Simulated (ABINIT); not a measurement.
The system is BN.

```xyz
8
Lattice="4.8801 0.0000 0.0000 0.0000 2.5915 0.0000 0.0000 0.0000 4.2920" Properties=species:S:1:pos:R:3 pbc="T T T"
N     1.5671    1.9436    0.4570
N     3.3129    0.6479    3.8350
N     0.8729    0.6479    2.6031
N     4.0072    1.9436    1.6890
B     1.6612    0.6479    3.8933
B     0.7788    1.9436    1.7473
B     4.1013    0.6479    2.5448
B     3.2188    1.9436    0.3987
```

Measurements of this composition are mostly on another form, of space group No. 194.

Base run:

```yaml
Program: ABINIT 10.8.3 (patched build)
Functional: PBE
Potentials_or_basis: JTH PAW PBE v2.0
Cutoff: 707 eV
k_mesh: 6 × 10 × 6
Occupations: fermi-dirac, width 0.05 eV
Spin: no spin polarisation
```

Its results: band gap on the k mesh 5.65 eV, indirect (least direct gap 6.25 eV); pressure -0.1 GPa; largest force 0.056 eV/Å.

Problem. The run is repeated on the same cell with these changes: functional from PBE to LDA; potentials or basis from JTH PAW PBE v2.0 to JTH PAW LDA v2.0. What comes out?

Solution. Band gap on the k mesh 5.51 eV, indirect (least direct gap 6.10 eV); pressure -11.8 GPa; largest force 0.133 eV/Å.

Caveats: the atomic spheres overlap.

A k mesh can miss the band edges.
